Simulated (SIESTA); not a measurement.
MnS:

```
Mn S
1.0
     0.00000    2.60450    2.60450
     2.60450    0.00000    2.60450
     2.60450    2.60450    0.00000
Mn S
1 1
Direct
  0.00000 0.00000 0.00000
  0.50000 0.50000 0.50000
```

Base run:

| Item | Value |
| --- | --- |
| Program | SIESTA 5.4.2 |
| Functional | PBE |
| Potentials or basis | PseudoDojo 0.4 standard (PBE files) |
| Basis | DZP (energy shift 0.002 Ry) |
| Grid cutoff | 800 Ry |
| Energy shift | 0.002 Ry |
| k mesh | 9 × 9 × 9 |
| Occupations | fermi-dirac, width 0.05 eV |
| Spin | collinear spin, ferromagnetic start |
| Starting moments | [4.0, 0.0] μB |

Its results: band gap on the k mesh none (metal or under the smearing width); pressure -1.4 GPa; net moment 4.78 μB per cell; site moments Mn +4.65; S +0.12 μB.

Task: The run is repeated on the same cell with these changes: basis from DZP (energy shift 0.002 Ry) to SZ (energy shift 0.002 Ry). What comes out?

Result: Band gap on the k mesh none (metal or under the smearing width); pressure 5.3 GPa; net moment 4.93 μB per cell; site moments Mn +4.64; S +0.30 μB.

Caveats: the basis of atomic orbitals isn't converged, which shifts pressures, moduli and gaps; a cell with one magnetic atom can't hold antiferromagnetic order, which such compounds often take; semilocal functionals often make such compounds metallic where correlation or magnetic order opens a gap, which also shifts bond lengths; semicore shells carry a single zeta, which can move pressures by several GPa and volumes by a few percent (some runs); the basis has no polarisation orbitals (some runs); short orbitals over semicore shells can move pressures by several GPa (some runs).
